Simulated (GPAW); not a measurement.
Runs of GPAW 26.7.0 on GaN. The structure is cubic, space group F-43m (No. 216). The conventional cell has a = 4.507 Å, b = 4.507 Å, c = 4.507 Å, α = 90.00°, β = 90.00°, γ = 90.00°. Ga (site symmetry -43m) is surrounded by 4 N at 1.95 Å. N (site symmetry -43m) has 4 Ga at 1.95 Å as nearest neighbours. The cell is a database's computed one.

```tsv
task	level	potentials or basis	spin	k mesh	cutoff (eV)	smearing	maxiter	eigensolver	band path	band points	spin axis theta (degrees)	mesh quality	gap on the mesh (eV)
single point	YS-PBE0	GPAW PAW data sets (gpaw-data 1.2.1), pw	off	5 × 5 × 5	600	fermi-dirac 0.05 eV	60	-	-	-	-	coarse	(a)
band structure	OLYP	PAW data sets generated in the run's folder for this functional, pw	SOC, no magnetisation	10 × 10 × 10	800	fermi-dirac 0.05 eV	150	davidson	GXWKGLUWLK,UX	80	90	not flagged	1.98
dielectric tensor	AM05	PAW data sets generated in the run's folder for this functional, pw	off	8 × 8 × 8	600	fermi-dirac 0.001 eV	150	-	-	-	-	not flagged	1.84
dielectric tensor	LDA	the program's PAW data sets (release 1.2.1) made for this functional, pw	off	8 × 8 × 8	600	fermi-dirac 0.001 eV	150	-	-	-	-	not flagged	1.84
```

Alike in all rows: cell as given.

Task: Fill in the values left out.

Result: (a) 3.03.

Caveats: some runs use coarse meshes; the long-wavelength limit can be off by a per cent or two (some runs); spin-orbit coupling was added after a scalar SCF, so levels and gaps hold it while energy, forces, pressure and moments don't (some runs); this program's spin-orbit splittings come out too wide for heavy elements (some runs).

A k mesh can miss the band edges, and rows without SOC leave out spin-orbit coupling on Ga.

Runs at the PBE level aren't shown here.
